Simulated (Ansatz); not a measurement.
## Y: frozen-core PAW against all-electron methods

```
Y
1.0
     0.00000    2.53192    2.53192
     2.53192    0.00000    2.53192
     2.53192    2.53192    0.00000
Y
1
Direct
  0.00000 0.00000 0.00000
```

The structure comes from a relaxation in the same program, started in the fcc type, and has space group Fm-3m. Whether it is a known phase or the ground state wasn't checked.

Spin polarisation is left out, and whether a magnetic state lies lower isn't shown here.

All numbers are computed: DFT, PBE, PAW with Ansatz's default frozen-core files, scalar-relativistic (Ansatz 0.2.0); DFT, PBE, all-electron LAPW, scalar-relativistic (Ansatz 0.2.0).

For PAW: a Γ-centred 12×12×12 k mesh, Fermi–Dirac smearing of 0.03 eV, cutoff 420 eV, no spin polarisation. LAPW targets a basis error of 0.5 meV/atom. The Ansatz runs share mesh, smearing and spin set-up. Plane-wave (PAW) pressures include the program's estimate of the Pulay term.

Stress and pressure are positive in compression.

Levels count from the Fermi level.

PAW results:

```tsv
quantity	PAW
pressure (GPa)	-0.03
highest filled level at U (eV)	-0.476
lowest empty level at U (eV)	1.048
highest filled level at L (eV)	-1.956
lowest empty level at L (eV)	0.622
highest filled level at X (eV)	-0.866
lowest empty level at X (eV)	2.088
```

Problem. What does all-electron LAPW give for the same quantities?

Solution. 
```json
{"quantity": "pressure (GPa)", "LAPW": "-0.03"}
{"quantity": "highest filled level at U (eV)", "LAPW": "-0.476"}
{"quantity": "lowest empty level at U (eV)", "LAPW": "1.048"}
{"quantity": "highest filled level at L (eV)", "LAPW": "-1.956"}
{"quantity": "lowest empty level at L (eV)", "LAPW": "0.622"}
{"quantity": "highest filled level at X (eV)", "LAPW": "-0.866"}
{"quantity": "lowest empty level at X (eV)", "LAPW": "2.088"}
```
